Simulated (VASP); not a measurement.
# MnO (P6_3mc) in VASP: notebook

Runs on MnO. Level: PBEsol. Tasks: single point.

All numbers are computed with VASP 6.6.1; they aren't measurements. Logs are shortened: lines on timing, memory, paths and dates and some standing lists are left out, and cuts for length are marked.

### Step 1. The crystal as given

Symmetry: P6_3mc, No. 186, hexagonal system. Conventional cell: a = 3.372 Å, b = 3.372 Å, c = 5.386 Å, α = 90.00°, β = 90.00°, γ = 120.00°. Mn (site symmetry 3m) is surrounded by 4 O at 1.96 to 2.08 Å. O (site symmetry 3m) has 4 Mn at 1.96 to 2.08 Å as nearest neighbours.

Measurements of this composition are mostly on another form, of space group No. 225.

### Step 2. Single point, PBEsol, collinear spin, ferromagnetic start

File INCAR:

```
SYSTEM = MnO
PREC = Accurate ; ENCUT = 450
EDIFF = 1E-6 ; ISMEAR = 0
SIGMA = 0.05 ; LREAL = Auto
LASPH = .TRUE. ; NELM = 100
ALGO = Normal ; ISIF = 2
LWAVE = .FALSE. ; LCHARG = .FALSE.
ISPIN = 2 ; MAGMOM = 4 4 0 0
LORBIT = 11 ; LMAXMIX = 4
GGA = PS ; NBANDS = 31
ADDGRID = .FALSE.
```

File KPOINTS:

```
Automatic mesh
0
G
  4 4 3
  0 0 0
```

File POSCAR:

```
MnO
1.0
    3.3717000000      0.0000000000      0.0000000000
   -1.6858500000      2.9199778539      0.0000000000
    0.0000000000      0.0000000000      5.3855000000
Mn O
2 2
Direct
    0.6666666667      0.3333333333      0.5109600000
    0.3333333333      0.6666666667      0.0109600000
    0.6666666667      0.3333333333      0.8754700000
    0.3333333333      0.6666666667      0.3754700000
```

Potentials or basis: VASP PAW PBE potentials, release 64 (Mn_pv, O).

The run is started by

```sh
> cat potpaw_PBE.64/Mn_pv/POTCAR potpaw_PBE.64/O/POTCAR > POTCAR
> mpirun -np 1 vasp_std > vasp.out
```

OUTCAR:

```text
SYSTEM = MnO
   PREC = Accurate
   ENCUT = 450
   EDIFF = 1E-6
   ISMEAR = 0
   LREAL = Auto
   LASPH = .TRUE.
   NELM = 100
   ISIF = 2
   ISPIN = 2
   LORBIT = 11
   GGA = PS

 Found      8 irreducible k-points:

 Following reciprocal coordinates:
            Coordinates               Weight
  0.000000  0.000000  0.000000      1.000000
  0.250000  0.000000  0.000000      6.000000
  0.500000  0.000000  0.000000      3.000000
  0.250000  0.250000  0.000000      6.000000
  0.000000  0.000000  0.333333      2.000000
  0.250000  0.000000  0.333333     12.000000
   k-points           NKPTS =      8   k-points in BZ     NKDIM =      8   number of bands    NBANDS=     31
   number of dos      NEDOS =    301   number of ions     NIONS =      4
   total plane-waves  NPLWV =  23040
   dimension x,y,z NGX =    24 NGY =   24 NGZ =   40
   dimension x,y,z NGXF=    48 NGYF=   48 NGZF=   80
   ions per type =               2   2
   NGX,Y,Z   is equivalent  to a cutoff of  11.83, 11.83, 12.35 a.u.
   NGXF,Y,Z  is equivalent  to a cutoff of  23.67, 23.67, 24.70 a.u.
 SYSTEM =  MnO
   PREC   = accura    normal or accurate (medium, high low for compatibility)
   ISTART =      0    job   : 0-new  1-cont  2-samecut
   ICHARG =      2    charge: 1-file 2-atom 10-const
   ISPIN  =      2    spin polarized calculation?
   LNONCOLLINEAR =      F non collinear calculations
   LSORBIT =      F    spin-orbit coupling
   LASPH  =      T    aspherical Exc in radial PAW
   ENCUT  =  450.0 eV  33.07 Ry    5.75 a.u.   5.83  5.83  9.32*2*pi/ulx,y,z
   NELM   =    100;   NELMIN=  2; NELMDL= -5     # of ELM steps
   EDIFF  = 0.1E-05   stopping-criterion for ELM
   LREAL  =      T    real-space projection
   EDIFFG = 0.1E-04   stopping-criterion for IOM
   NSW    =      0    number of steps for IOM
   IBRION =     -1    ionic relax: 0-MD 1-quasi-New 2-CG
   NFREE  =      0    steps in history (QN), initial steepest desc. (CG)
   ISIF   =      2    stress and relaxation
   ISYM   =      2    0-nonsym 1-usesym 2-fastsym
   POTIM  = 0.5000    time-step for ionic-motion
   TEBEG  =    0.0;   TEEND  =   0.0 temperature during run
   PSTRESS=    0.0 pullay stress
   NELECT =      38.0000    total number of electrons
   NUPDOWN=      -1.0000    fix difference up-down
   EMIN   =  10.00;   EMAX   =-10.00  energy-range for DOS
   EFERMI =   0.00;   METHOD = LEGACY
   ISMEAR =     0;   SIGMA  =   0.05  broadening in eV -4-tet -1-fermi 0-gaus
   EFERMI_NEDOS =   21; number of points for ismear=-14 and -15
   IALGO  =     38    algorithm
   IMIX   =      4    mixing-type and parameters
     AMIX     =   0.40;   BMIX     =  1.00
     AMIX_MAG =   1.60;   BMIX_MAG =  1.00
  volume/ion in A,a.u.               =      13.26        89.45
  Fermi-wavevector in a.u.,A,eV,Ry     =   1.465046  2.768535 29.202988  2.146359
  Thomas-Fermi vector in A             =   2.580949
   LORBIT       =     11    0 simple, 1 ext, 2 COOP (PROOUT), +10 PAW based schemes
   GGA     = PS    functional components
   LHFCALC =     F    Hartree Fock is set to
   AEXX    =    0.0000 exact exchange contribution
   IVDW    =     0    specifies the selected vdW correction
   LEPSILON=     F    determine dielectric tensor
   LRPA    =     F    only Hartree local field effects (RPA)
 spin polarized calculation
 Gauss-broadening in eV      SIGMA  =   0.05
  energy-cutoff  :      450.00
  volume of cell :       53.02
 maximum number of plane-waves:      1162
 NGX is ok and might be reduce to    24
   NGX = 11   NGY = 11   NGZ = 19

 number of electron      37.9999974 magnetization      10.0151450

 number of electron      37.9999974 magnetization       9.9564191

 Free energy of the ion-electron system (eV)
  ---------------------------------------------------
  ext. energy  EPLUGINS =         0.00000000
  ---------------------------------------------------
  free energy    TOTEN  =       -34.26175860 eV

  energy without entropy =      -34.26110366  energy(sigma->0) =      -34.26143113

 E-fermi :   5.7557     XC(G=0): -10.8278

 val. band max:        5.5650318968   @ k =   0.0000   0.0000   0.0000
 cond. band min:       5.7576435281   @ k =   0.0000   0.0000   0.0000
 fundamental gap:      0.1926116313
 Fermi energy:         5.7557088752

 spin component 1

 k-point     1 :       0.0000    0.0000    0.0000
  band No.  band energies     occupation
      1     -44.7092      1.00000
      2     -44.7063      1.00000
      3     -44.7063      1.00000
      4     -44.7000      1.00000
      5     -44.7000      1.00000
      6     -44.6715      1.00000
[... 23 lines left out ...]
     30      17.8113      0.00000
     31      18.2005      0.00000

 k-point     2 :       0.2500    0.0000    0.0000
  band No.  band energies     occupation
      1     -44.7179      1.00000
      2     -44.7123      1.00000
      3     -44.7097      1.00000
      4     -44.7027      1.00000
      5     -44.7024      1.00000
      6     -44.6752      1.00000
[... 23 lines left out ...]
     30      16.7147      0.00000
     31      16.9476      0.00000

 k-point     3 :       0.5000    0.0000    0.0000
  band No.  band energies     occupation
      1     -44.7289      1.00000
      2     -44.7242      1.00000
      3     -44.7132      1.00000
      4     -44.7047      1.00000
      5     -44.6937      1.00000
      6     -44.6814      1.00000
[... 23 lines left out ...]
     30      15.1676      0.00000
     31      16.9970      0.00000

 k-point     4 :       0.2500    0.2500    0.0000
  band No.  band energies     occupation
      1     -44.7232      1.00000
      2     -44.7231      1.00000
      3     -44.7158      1.00000
      4     -44.7092      1.00000
      5     -44.6938      1.00000
      6     -44.6815      1.00000
[... 23 lines left out ...]
     30      15.3424      0.00000
     31      15.6935      0.00000

 k-point     5 :       0.0000    0.0000    0.3333
  band No.  band energies     occupation
      1     -44.7049      1.00000
      2     -44.7049      1.00000
      3     -44.7018      1.00000
      4     -44.7018      1.00000
      5     -44.7003      1.00000
      6     -44.6811      1.00000
[... 23 lines left out ...]
     30      17.1498      0.00000
     31      17.5933      0.00000

 k-point     6 :       0.2500    0.0000    0.3333
  band No.  band energies     occupation
      1     -44.7183      1.00000
      2     -44.7149      1.00000
      3     -44.7079      1.00000
      4     -44.7042      1.00000
      5     -44.6941      1.00000
      6     -44.6808      1.00000
[... 23 lines left out ...]
     30      16.5154      0.00000
     31      16.9894      0.00000

 [... further k-points ...]

 spin component 2

 k-point     1 :       0.0000    0.0000    0.0000
  band No.  band energies     occupation
      1     -40.0692      1.00000
      2     -40.0333      1.00000
      3     -40.0333      1.00000
      4     -40.0252      1.00000
      5     -40.0252      1.00000
      6     -40.0185      1.00000
[... 23 lines left out ...]
     30      18.8906      0.00000
     31      19.7307      0.00000

 k-point     2 :       0.2500    0.0000    0.0000
  band No.  band energies     occupation
      1     -40.0624      1.00000
      2     -40.0469      1.00000
      3     -40.0415      1.00000
      4     -40.0378      1.00000
      5     -40.0282      1.00000
      6     -40.0232      1.00000
[... 23 lines left out ...]
     30      18.4466      0.00000
     31      18.5508      0.00000

 k-point     3 :       0.5000    0.0000    0.0000
  band No.  band energies     occupation
      1     -40.0647      1.00000
      2     -40.0578      1.00000
      3     -40.0470      1.00000
      4     -40.0423      1.00000
      5     -40.0313      1.00000
      6     -40.0312      1.00000
[... 23 lines left out ...]
     30      16.7985      0.00000
     31      18.7321      0.00000

 k-point     4 :       0.2500    0.2500    0.0000
  band No.  band energies     occupation
      1     -40.0584      1.00000
      2     -40.0558      1.00000
      3     -40.0463      1.00000
      4     -40.0461      1.00000
      5     -40.0369      1.00000
      6     -40.0313      1.00000
[... 23 lines left out ...]
     30      17.1667      0.00000
     31      17.5554      0.00000

 k-point     5 :       0.0000    0.0000    0.3333
  band No.  band energies     occupation
      1     -40.0572      1.00000
      2     -40.0315      1.00000
      3     -40.0315      1.00000
      4     -40.0314      1.00000
      5     -40.0275      1.00000
      6     -40.0275      1.00000
[... 23 lines left out ...]
     30      18.8241      0.00000
     31      19.1803      0.00000

 k-point     6 :       0.2500    0.0000    0.3333
  band No.  band energies     occupation
      1     -40.0590      1.00000
      2     -40.0486      1.00000
      3     -40.0391      1.00000
      4     -40.0355      1.00000
      5     -40.0306      1.00000
      6     -40.0274      1.00000
[... 23 lines left out ...]
     30      18.0761      0.00000
     31      18.5253      0.00000

 [... further k-points ...]

------------------------ aborting loop because EDIFF is reached ----------------------------------------

  FORCE on cell =-STRESS in cart. coord.  units (eV):
  Direction    XX          YY          ZZ          XY          YZ          ZX
  --------------------------------------------------------------------------------------
  -------------------------------------------------------------------------------------
  Total       -0.7977447     -0.7977447      1.5671005      0.0000000      0.0000000      0.0000000
  in kB      -24.1057145    -24.1057145     47.3535922      0.0000000      0.0000000      0.0000000
  external PRESSURE =      -0.2859456 kB  Pullay stress =       0.0000000 kB

 VOLUME and BASIS-vectors are now :
 -----------------------------------------------------------------------------
  energy-cutoff  :      450.00
  volume of cell :       53.02
      direct lattice vectors                 reciprocal lattice vectors
     3.371700000  0.000000000  0.000000000     0.296586292  0.171234175  0.000000000
    -1.685850000  2.919977854  0.000000000     0.000000000  0.342468351  0.000000000
     0.000000000  0.000000000  5.385500000     0.000000000  0.000000000  0.185683781

 POSITION                                       TOTAL-FORCE (eV/Angst)
 -----------------------------------------------------------------------------------
      1.68585      0.97333      2.75178        -0.000000     -0.000000     -0.623169
     -0.00000      1.94665      0.05903         0.000000     -0.000000     -0.623169
      1.68585      0.97333      4.71484        -0.000000     -0.000000      0.623169
     -0.00000      1.94665      2.02209         0.000000      0.000000      0.623169
 -----------------------------------------------------------------------------------
    total drift:                                0.000000      0.000001      0.004388

  FREE ENERGIE OF THE ION-ELECTRON SYSTEM (eV)
  ---------------------------------------------------
  free  energy   TOTEN  =       -34.2617586020 eV

  energy  without entropy=      -34.2611036598  energy(sigma->0) =      -34.26143113

 total charge

# of ion       s       p       d       tot
------------------------------------------
    1        0.245   6.235   4.952  11.432
    2        0.245   6.235   4.952  11.432
    3        1.561   3.444   0.000   5.006
    4        1.561   3.444   0.000   5.006
--------------------------------------------------
tot          3.612  19.359   9.904  32.875

 magnetization (x)

# of ion       s       p       d       tot
------------------------------------------
    1        0.035   0.063   4.302   4.399
    2        0.035   0.063   4.302   4.399
    3        0.017   0.181   0.000   0.198
    4        0.017   0.181   0.000   0.198
--------------------------------------------------
tot          0.104   0.487   8.604   9.195
```

Wall time 26 s (1 thread of AMD EPYC 9R45 (Zen 5), shared host); peak memory 0.14 GiB.

The run converged, but some of its settings lie outside the range that counts as converged, so its numbers aren't taken as properties of the crystal.

What came out:

| Item | Value |
| --- | --- |
| Free energy | -34.2618 eV |
| Largest force | 0.623 eV/Å |
| Band gap on the k mesh | none (metal or under the smearing width) |
| Net moment | 9.96 μB per cell |
| Site moments | Mn +4.40; O +0.20 μB |
| Valence electrons inside the program's atomic spheres | Mn 11.43; O 5.01 |

Caveat: the k mesh is coarse (spacing up to 0.54 Å⁻¹), so the values aren't converged; the cutoff is under 1.25 times the usual one of these potentials, so pressure, stress and relaxed cells hold a basis-set (Pulay) error; the PAW data sets were made with another functional, which shifts forces and pressure a little; semilocal functionals often make such compounds metallic where correlation or magnetic order opens a gap, which also shifts bond lengths; only a ferromagnetic start was run, and an antiferromagnetic order may lie lower in energy.

[end of part 1 of 2]
